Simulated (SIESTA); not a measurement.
Crystal: Mo.

```
Mo
1.0
    -1.58381    1.58381    1.58381
     1.58381   -1.58381    1.58381
     1.58381    1.58381   -1.58381
Mo
1
Direct
  0.00000 0.00000 0.00000
```

- Program: SIESTA 5.4.2
- Task: single point
- Functional: PBEsol
- Potentials or basis: PseudoDojo 0.4 standard (PBEsol files)
- Basis: DZP (energy shift 0.003 Ry; two zetas on semicore shells)
- Grid cutoff: 800 Ry
- Energy shift: 0.003 Ry
- k mesh: 12 × 12 × 12
- Occupations: fermi-dirac, width 0.05 eV
- Spin: no spin polarisation

On this cell: pressure -6.6 GPa; band gap on the k mesh none (metal or under the smearing width).

The same run follows on a disturbed copy (cell strained at random at fixed volume):

```
Mo
1.0
    -1.59439    1.59130    1.58454
     1.61239   -1.54306    1.55430
     1.60659    1.55526   -1.53630
Mo
1
Direct
  0.99511 0.97150 0.97202
```

Q: What does the disturbed cell give?

A: The energy (extrapolated to zero smearing) moves by +13.1 meV/atom; pressure -6.3 GPa; band gap on the k mesh none (metal or under the smearing width).

Stress tensor (GPa, compression positive):
```
-11.78  -0.86  -1.32
 -0.86  -4.11  -3.38
 -1.32  -3.38  -3.15
```

Caveats: the basis of atomic orbitals isn't converged, which shifts pressures, moduli and gaps.
